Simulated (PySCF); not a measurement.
C2H2, in a box:

```
CELL_PARAMETERS angstrom
10.00000 0.00000 0.00000
0.00000 13.00000 0.00000
0.00000 0.00000 11.00000
ATOMIC_POSITIONS crystal
C 0.51685 0.45992 0.52131
C 0.48575 0.54332 0.48487
H 0.54452 0.38573 0.55372
H 0.45808 0.61750 0.45246
```

Base run:

* Program: PySCF 2.14.0
* Functional: r2SCANh
* Dispersion: D4
* Potentials or basis: pob-tzvp-rev2 (all-electron)
* k mesh: 1 × 1 × 1
* Occupations: fixed
* Spin: no spin polarisation

Its results: gap between the frontier levels 8.77 eV.

Problem. The run is repeated on the same cell with these changes: functional from r2SCANh to BP86. What comes out?

Solution. Gap between the frontier levels 7.30 eV.

Caveats: this is a molecule in a periodic box at the Γ point, so its band gap is the HOMO-LUMO gap; the basis of atomic orbitals isn't converged, which shifts pressures, moduli and gaps; this basis is made for solids and lacks diffuse functions, so gaps of a molecule come out too wide by an eV or more.

A k mesh can miss the band edges.

Not every run made on this cell is shown here.
